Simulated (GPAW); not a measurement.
# SiC (Moissanite) (P6_3mc) in GPAW: reference runs

Reference runs on SiC (Moissanite): the cell as given and a disturbed copy.

Everything below comes from runs of GPAW 26.7.0. Logs are shortened: lines on timing, memory, paths and dates and some standing lists are left out, and cuts for length are marked. The log counts tension as positive stress, the text compression.

## Step 1: The crystal as given

The structure is hexagonal, space group P6_3mc (No. 186). Conventional cell: a = 3.076 Å, b = 3.076 Å, c = 5.048 Å, α = 90.00°, β = 90.00°, γ = 120.00°. Si (site symmetry 3m) has 4 C at 1.87 to 1.94 Å as nearest neighbours. Around C (site symmetry 3m) lie 4 Si at 1.87 to 1.94 Å.

## Step 2: Single point, PBEsol

run.py reads:

```python
from ase import Atoms
from ase.dft.bandgap import bandgap
from ase.io import write
from ase.units import GPa
from gpaw import GPAW, PW, setup_paths

setup_paths.insert(0, '.')

atoms = Atoms(['Si', 'Si', 'C', 'C'],
              cell=[[3.076, 0.0, 0.0],
                    [-1.538, 2.663894142, 0.0],
                    [0.0, 0.0, 5.048]],
              scaled_positions=[[0.6666666667, 0.3333333333, 0.5],
                                [0.3333333333, 0.6666666667, 0.0],
                                [0.6666666667, 0.3333333333, 0.885],
                                [0.3333333333, 0.6666666667, 0.385]],
              pbc=True)

calc = GPAW(mode=PW(800),
            xc='PBEsol',
            kpts={'size': (10, 10, 5), 'gamma': True},
            occupations={'name': 'fermi-dirac', 'width': 0.05},
            nbands=18,
            convergence={'density': 1e-05, 'energy': 1e-05},
            maxiter=150,
            txt='gpaw.txt')
atoms.calc = calc
energy = atoms.get_potential_energy()
forces = atoms.get_forces()
stress = atoms.get_stress()
calc.write('gs.gpw')
write('result.traj', atoms)
print(f'Energy: {energy:.6f} eV')
print('Forces (eV/A):')
print(forces.round(4))
print('Stress (GPa):', (stress / GPa).round(3))
print('Fermi level:', round(calc.get_fermi_level(), 4), 'eV')
print(f'Gap: {bandgap(calc)[0]:.4f} eV, direct: {bandgap(calc, direct=True)[0]:.4f} eV')
```

Potentials or basis: PAW data sets generated in the run's folder for this functional, pw.

On the command line:

```bash
$ gpaw-setup -f PBEsol C Si
$ OMP_NUM_THREADS=1 python run.py
```

gpaw.txt:

```text
__  _  _
 | _ |_)|_||  |
 |__||  | ||/\| - 26.7.0

Input parameters:
  mode=PW(ecut=800.0),
  convergence={'density': 1e-05, 'energy': 1e-05},
  kpts=MonkhorstPack(size=(10, 10, 5), gamma=True),
  maxiter=150,
  nbands=18,
  occupations=Occupations(name='fermi-dirac', width=0.05),
  xc=XC(name='PBEsol')

Diagonalizing LCAO Hamiltonian
Converting LCAO to pw mode

           C

           Si
        C

        Si

Atoms  # Å, Bohr magnetons
|   | symbol |         x |        y |        z |    initial magnetic moments |
|---|--------|-----------|----------|----------|-----------------------------|
| 0 |     Si |  1.538000 | 0.887965 | 2.524000 | ( 0.0000,  0.0000,  0.0000) |
| 1 |     Si | -0.000000 | 1.775929 | 0.000000 | ( 0.0000,  0.0000,  0.0000) |
| 2 |      C |  1.538000 | 0.887965 | 4.467480 | ( 0.0000,  0.0000,  0.0000) |
| 3 |      C | -0.000000 | 1.775929 | 1.943480 | ( 0.0000,  0.0000,  0.0000) |

Unit cell  # Å
| periodic |         x |        y |        z |  lengths |     angles |
|----------|-----------|----------|----------|----------|------------|
|      yes |  3.076000 | 0.000000 | 0.000000 | 3.076000 |  90.000000 |
|      yes | -1.538000 | 2.663894 | 0.000000 | 3.076000 |  90.000000 |
|      yes |  0.000000 | 0.000000 | 5.048000 | 5.048000 | 120.000000 |

Number of symmetries: 6
Symmetry operations  # r_c * U_cc + t_c -> r_c
|   | kind |            matrix            |
|---|------|------------------------------|
| 0 |  σ   |  1, 1, 0,  0,-1, 0,  0, 0, 1 |
| 1 |  E   |  1, 0, 0,  0, 1, 0,  0, 0, 1 |
| 2 |  C3  |  0, 1, 0, -1,-1, 0,  0, 0, 1 |
| 3 |  σ   |  0,-1, 0, -1, 0, 0,  0, 0, 1 |
| 4 |  σ   | -1, 0, 0,  1, 1, 0,  0, 0, 1 |
| 5 |  C3  | -1,-1, 0,  1, 0, 0,  0, 0, 1 |

BZ-sampling:
  Number of BZ points: 500
  Number of IBZ points: 58

  Monkhorst-Pack size: [10, 10, 5]
  Monkhorst-Pack shift: [0.05, 0.05, 0.0]

K-points  # in reciprocal-cell coordinates
|     |                                coordinates |     weight |
|-----|--------------------------------------------|------------|
|   0 | (  0.00000000,   0.00000000,   0.00000000) | 0.00200000 |
|   1 | (  0.00000000,   0.00000000,   0.20000000) | 0.00400000 |
|   2 | (  0.00000000,   0.00000000,   0.40000000) | 0.00400000 |
|   3 | (  0.10000000,   0.00000000,  -0.40000000) | 0.01200000 |
|   4 | (  0.10000000,   0.00000000,  -0.20000000) | 0.01200000 |
|   5 | (  0.10000000,   0.00000000,   0.00000000) | 0.01200000 |
|   6 | (  0.10000000,   0.00000000,   0.20000000) | 0.01200000 |
|   7 | (  0.10000000,   0.00000000,   0.40000000) | 0.01200000 |
|   8 | (  0.20000000,  -0.10000000,   0.00000000) | 0.01200000 |
|   9 | (  0.20000000,  -0.10000000,   0.20000000) | 0.02400000 |
| ... |                                            |            |
|  57 | (  0.50000000,   0.50000000,   0.40000000) | 0.01200000 |

Plane wave coefficients: 2141
Cutoff: 800.0 eV

Spin-components: 1 (collinear spins)
Bands:           18
Projectors:      20
Spin-degeneracy: 2
Datatype:        complex128

Parallelization:
  kpt:    1
  domain: 1
  band:   1

Density:
  Valence electrons: 16.0
  Components: 1
  Grid points: [21 21 35]
  Charge: 0.0  # |e|

Potential:
  Grid points: [21 21 35]

species:
  Si:
    name:    Silicon
    Z:       14.0
    valence: 4
    core:    10
    charge:  0.0  # [|e|]
    compensation charges:
      type: gauss
      rc: 0.33  # [Å]
      lmax: 2
    cutoffs:
      filter: 1.86  # [Å]
      core: 2.06  # [Å]
    projectors
    | kind |    occ | energy [eV] | rcut [Å] |
    |------|--------|-------------|----------|
    |   3s |  2.000 |     -10.768 |    1.058 |
    |   3p |  2.000 |      -4.057 |    1.058 |
    |    s |        |      16.444 |    1.058 |
    |    p |        |      23.155 |    1.058 |
    |    d |        |       0.000 |    1.058 |

    Using partial waves for Si as LCAO basis

  C:
    name:    Carbon
    Z:       6.0
    valence: 4
    core:    2
    charge:  0.0  # [|e|]
    compensation charges:
      type: gauss
      rc: 0.20  # [Å]
      lmax: 2
    cutoffs:
      filter: 1.14  # [Å]
      core: 1.14  # [Å]
    projectors
    | kind |    occ | energy [eV] | rcut [Å] |
    |------|--------|-------------|----------|
    |   2s |  2.000 |     -13.648 |    0.635 |
    |   2p |  2.000 |      -5.232 |    0.635 |
    |    s |        |      13.563 |    0.635 |
    |    p |        |      21.979 |    0.635 |
    |    d |        |       0.000 |    0.635 |

    Using partial waves for C as LCAO basis

Reference energy: -17789.317351  # eV

eigensolver:
  PPCG
  Converge bands: occupied
  niter=2

density mixing:
  MSR1-Mixer
  Pratt-step length: 0.05
  Maximum mixing coefficient: 0.75
  Old densities: 10
  SVD Regularization: 0.005
  Good broyden scale: 1.0
  Trust region scale: 1.0
  Backstep threshold: 4.0
  History deletion threshold: 6.0
  Fourier metric: weight=20.0, sigma=0.015

occupation numbers:
  Fermi-Dirac:
    width: 0.0500  # eV

poisson solver:
  ecut: 6400.0  # eV

xc functional:
  name: PBEsol with 2 nearest neighbor stencil

convergence criteria:
- Maximum integral of absolute [dens]ity change: 1e-05 electrons / valence electron
- Maximum [total energy] change in last 3 cyles: 1e-05 eV / valence electron
- Maximum integral of absolute [eigenst]ate change: 4e-08 eV^2 / valence electron
maximum number of iterations: 150

SCF iterations
|iter     | |      energy | eigst |  dens |
|---------|-|-------------|-------|-------|
|iter:   1| |  -34.949635 | -0.13 |       |
|iter:   2| |  -34.212056 | -2.18 | -0.57 |
|iter:   3| |  -31.679063 | -0.76 | -0.61 |
|iter:   4| |  -31.676182 | -2.80 | -1.33 |
|iter:   5| |  -31.679298 | -3.51 | -1.72 |
|iter:   6| |  -31.679417 | -5.37 | -2.68 |
|iter:   7| |  -31.679423c| -6.67 | -3.38 |
|iter:   8| |  -31.679423c| -8.00c| -4.20 |
|iter:   9| |  -31.679423c| -7.76c| -4.54 |
|iter:  10| |  -31.679423c| -8.64c| -5.44c|

Converged in 10 steps
Energy contributions relative to reference atoms: (reference = -17789.317351)

Energy contributions:
  Kinetic:          33.237186
  Coulomb:         -28.061786
  Zero:             -0.027631
  External:          0.000000
  Xc:              -36.827192
  Entropy:          -0.000000
  Spinorbit:         0.000000
  ----------------------------
  Free energy:     -31.679423
  Extrapolated:    -31.679423

dipole moment: (-0.000001, -0.000002, -8.925588)  # |e|*Ang

Fermi level: 9.838
Eigenvalues  # (at kpt = [0.000, 0.000, 0.000])
| band index |      eig [eV] | occ [0-2] |
|------------|---------------|-----------|
|          0 |        -7.263 |     2.000 |
|          1 |        -3.723 |     2.000 |
|          2 |        -0.277 |     2.000 |
|          3 |         6.925 |     2.000 |
|          4 |         6.925 |     2.000 |
|          5 |         8.215 |     2.000 |
[... 8 lines left out ...]
|         14 |        17.125 |     0.000 |
|         15 |        19.745 |     0.000 |
|        ... |               |           |
|         17 |        19.787 |     0.000 |

Gap: 2.322 eV
Transition (v -> c):
  (s=0, k=0, n=7, [0.00, 0.00, 0.00]) -> (s=0, k=39, n=8, [0.40, 0.30, 0.00])
Direct/indirect transitions are different
Direct gap: 3.956 eV
Transition at: (s=0, k=55, n=7, [0.50, 0.50, 0.00])

Forces  # eV/Ang
|        x |        y |        z |
|----------|----------|----------|
|  0.00000 |  0.00000 |  0.76258 |  # Si   0
|  0.00000 | -0.00000 |  0.76261 |  # Si   1
| -0.00000 |  0.00000 | -0.76251 |  # C    2
|  0.00000 |  0.00000 | -0.76259 |  # C    3

Stress tensor  # eV/Ang^3
|         x |         y |         z |
|-----------|-----------|-----------|
| -0.019724 | -0.000000 |  0.000000 |
| -0.000000 | -0.019724 | -0.000000 |
|  0.000000 | -0.000000 |  0.011974 |

# Writing to gs.gpw (mode='')
```

Run time: 87 s. Hardware: 1 thread of Intel Xeon at 2.50GHz (Skylake/Cascade Lake), shared host; peak memory 0.21 GiB.

Results:

| Property | Result |
| --- | --- |
| Free energy | -31.6794 eV |
| Pressure | 1.5 GPa |
| Largest force | 0.763 eV/Å |
| Band gap on the k mesh | 2.32 eV, indirect (least direct gap 3.96 eV) |

Forces in eV/Å, atoms in the order of the input:
```
Si   0.000  0.000  0.763
Si   0.000  0.000  0.763
C    0.000  0.000 -0.763
C    0.000  0.000 -0.763
```

Levels at points of the mesh, in eV from the valence-band top:
```tsv
k point	band 4	band 5	band 6	band 7	band 8	band 9	band 10	band 11	band 12	band 13
(0.00, 0.00, 0.00)	-1.56	-1.56	-0.27	-0.27	0.00	4.57	6.00	6.43	6.43	7.49
(0.50, 0.50, 0.00)	-6.58	-5.48	-3.57	-3.32	-1.49	2.46	4.10	6.67	7.11	9.64
```

Caveat: an odd mesh through Γ misses points on the zone boundary, where band edges often lie.

## Step 3: Single point, PBEsol (atoms moved at random, drawn with an rms of 0.05 Å)

run.py, as its differences from that of step 2:

```diff
@@ -12,6 +12,6 @@
                     [0.0, 0.0, 5.048]],
-              scaled_positions=[[0.6666666667, 0.3333333333, 0.5],
-                                [0.3333333333, 0.6666666667, 0.0],
-                                [0.6666666667, 0.3333333333, 0.885],
-                                [0.3333333333, 0.6666666667, 0.385]],
+              scaled_positions=[[0.661762, 0.324002, 0.508236],
+                                [0.334398, 0.660629, 0.001333],
+                                [0.686825, 0.339242, 0.887467],
+                                [0.342142, 0.669094, 0.380023]],
               pbc=True)
```

Potentials or basis: PAW data sets generated in the run's folder for this functional, pw.

On the command line:

```bash
$ gpaw-setup -f PBEsol C Si
$ OMP_NUM_THREADS=1 python run.py
```

gpaw.txt:

```text
__  _  _
 | _ |_)|_||  |
 |__||  | ||/\| - 26.7.0

Input parameters:
  mode=PW(ecut=800.0),
  convergence={'density': 1e-05, 'energy': 1e-05},
  kpts=MonkhorstPack(size=(10, 10, 5), gamma=True),
  maxiter=150,
  nbands=18,
  occupations=Occupations(name='fermi-dirac', width=0.05),
  xc=XC(name='PBEsol')

Diagonalizing LCAO Hamiltonian
Converting LCAO to pw mode

           C

           Si
        C

        Si

Atoms  # Å, Bohr magnetons
|   | symbol |        x |        y |        z |    initial magnetic moments |
|---|--------|----------|----------|----------|-----------------------------|
| 0 |     Si | 1.537265 | 0.863107 | 2.565575 | ( 0.0000,  0.0000,  0.0000) |
| 1 |     Si | 0.012561 | 1.759846 | 0.006729 | ( 0.0000,  0.0000,  0.0000) |
| 2 |      C | 1.590920 | 0.903705 | 4.479933 | ( 0.0000,  0.0000,  0.0000) |
| 3 |      C | 0.023362 | 1.782396 | 1.918356 | ( 0.0000,  0.0000,  0.0000) |

Unit cell  # Å
| periodic |         x |        y |        z |  lengths |     angles |
[... 162 lines left out ...]
  Zero:             -0.027452
  External:          0.000000
  Xc:              -36.810061
  Entropy:          -0.000000
  Spinorbit:         0.000000
  ----------------------------
  Free energy:     -31.644780
  Extrapolated:    -31.644780

dipole moment: (0.161741, -0.112817, -8.713815)  # |e|*Ang

Fermi level: 9.673
Eigenvalues  # (at kpt = [0.000, 0.000, 0.000])
| band index |      eig [eV] | occ [0-2] |
|------------|---------------|-----------|
|          0 |        -7.268 |     2.000 |
|          1 |        -3.673 |     2.000 |
|          2 |        -0.380 |     2.000 |
|          3 |         6.845 |     2.000 |
|          4 |         7.023 |     2.000 |
|          5 |         8.226 |     2.000 |
[... 8 lines left out ...]
|         14 |        17.281 |     0.000 |
|         15 |        19.532 |     0.000 |
|        ... |               |           |
|         17 |        19.823 |     0.000 |

Gap: 2.189 eV
Transition (v -> c):
  (s=0, k=0, n=7, [0.00, 0.00, 0.00]) -> (s=0, k=168, n=8, [0.30, 0.40, 0.00])
Direct/indirect transitions are different
Direct gap: 3.839 eV
Transition at: (s=0, k=23, n=7, [0.00, 0.50, 0.00])

Forces  # eV/Ang
|        x |        y |        z |
|----------|----------|----------|
|  0.49242 |  0.63384 | -0.31440 |  # Si   0
|  0.87739 |  0.67715 |  0.94855 |  # Si   1
| -0.98263 | -0.72564 | -0.89259 |  # C    2
| -0.38718 | -0.58536 |  0.25846 |  # C    3

Stress tensor  # eV/Ang^3
|         x |         y |         z |
|-----------|-----------|-----------|
| -0.016869 | -0.007352 | -0.010091 |
| -0.007352 | -0.012476 | -0.009750 |
| -0.010091 | -0.009750 |  0.000385 |

# Writing to gs.gpw (mode='')
```

stdout:

```text
Energy: -31.644780 eV
Forces (eV/A):
[[ 0.4924  0.6338 -0.3144]
 [ 0.8774  0.6771  0.9485]
 [-0.9826 -0.7256 -0.8926]
 [-0.3872 -0.5854  0.2585]]
Stress (GPa): [-2.703 -1.999  0.062 -1.562 -1.617 -1.178]
Fermi level: 9.6728 eV
Gap: 2.1889 eV, direct: 3.8386 eV
```

Run time: 6.2 min. Hardware: 1 thread of Intel Xeon at 2.50GHz (Skylake/Cascade Lake), shared host; peak memory 0.43 GiB.

Results:

```yaml
Free_energy: -31.6448 eV
Pressure: 1.5 GPa
Largest_force: 1.513 eV/Å
Band_gap_on_the_k_mesh: 2.19 eV, indirect (least direct gap 3.84 eV)
```

Forces in eV/Å, atoms in the order of the input:
```
Si   0.492  0.634 -0.314
Si   0.877  0.677  0.949
C   -0.983 -0.726 -0.893
C   -0.387 -0.585  0.258
```

Levels at points of the mesh, in eV from the valence-band top:
```
           k point  band 6  band 7  band 8  band 9  band 10  band 11
(0.00, 0.00, 0.00)   -0.24   -0.15    0.00    4.59     6.02     6.43
(0.00, 0.50, 0.00)   -3.53   -3.39   -1.34    2.50     4.00     6.67
(0.50, 0.00, 0.00)   -3.49   -3.47   -1.35    2.50     4.13     6.72
(0.50, 0.50, 0.00)   -3.53   -3.37   -1.36    2.49     3.95     6.63
```

Caveat: an odd mesh through Γ misses points on the zone boundary, where band edges often lie.
